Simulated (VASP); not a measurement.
AlN, 4 atoms in the cell. Symmetry: P6_3mc, No. 186, hexagonal system. Conventional cell: a = 3.113 Å, b = 3.113 Å, c = 4.981 Å, α = 90.00°, β = 90.00°, γ = 120.00°. Al (site symmetry 3m) has 4 N at 1.89 Å as nearest neighbours. N (site symmetry 3m) has 4 Al at 1.89 Å as nearest neighbours. 

```yaml
Program: VASP 6.6.1
Task: relaxation of cell and atoms
Functional: PBE
Dispersion: D3(BJ)
Potentials_or_basis: VASP PAW PBE potentials, release 64 (Al, N)
Cutoff: 520 eV
k_mesh: 12 × 12 × 6
Occupations: gaussian, width 0.02 eV
Spin: no spin polarisation
Further_INCAR_settings: ALGO = Fast; EDIFF = 1e-07; IBRION = 2; EDIFFG = -0.002; NSW = 80; ISIF = 3
```

Potentials or basis: VASP PAW PBE potentials, release 64 (Al, N).

Run with:

```console
$ cat potpaw_PBE.64/Al/POTCAR potpaw_PBE.64/N/POTCAR > POTCAR
$ mpirun -np 4 vasp_std > vasp.out
```

Hardware: 4 MPI ranks on Intel(R) Xeon(R) Platinum 8488C (Sapphire Rapids) (shared host).

Question: How long does it take, and how much memory?

Answer: Wall time 23 s on 4 MPI ranks on Intel(R) Xeon(R) Platinum 8488C (Sapphire Rapids), on a shared host, peak memory 0.18 GiB a rank. Counts: scf iterations 55, k points 76, ion steps 7.
